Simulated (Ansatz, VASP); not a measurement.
## SnO (Romarchite) in VASP and in Ansatz

```xyz
4
Lattice="3.7986 0.0000 0.0000 0.0000 3.7986 0.0000 0.0000 0.0000 4.8408" Properties=species:S:1:pos:R:3 pbc="T T T"
Sn    1.8993    0.0000    1.1717
Sn    0.0000    1.8993    3.6691
O     0.0000    0.0000    0.0000
O     1.8993    1.8993    0.0000
```

Alike in both runs: functional PBE; k mesh 5 × 5 × 4; occupations fermi-dirac, width 0.02 eV; no spin polarisation.

Ansatz relaxed the structure, and its values are those at the end. VASP's run is a single point on that final structure, the one shown.

|  | VASP | Ansatz |
| --- | --- | --- |
| version | VASP 6.6.1 | Ansatz 0.2.0 |
| potentials or method | VASP PAW PBE potentials, release 64 (Sn_d, O) | plane-wave PAW, scalar-relativistic |
| plane-wave cutoff (eV) | 520 | 420 |
| valence electrons in the cell | 40 | 40 |

```csv
,VASP,Ansatz,Ansatz less VASP
pressure (GPa),3.5,3.3,-0.23
rms of the force components (eV/Å),0.036,0.003,-0.0338
```

Ansatz warned: «gradients_without_spin_orbit».
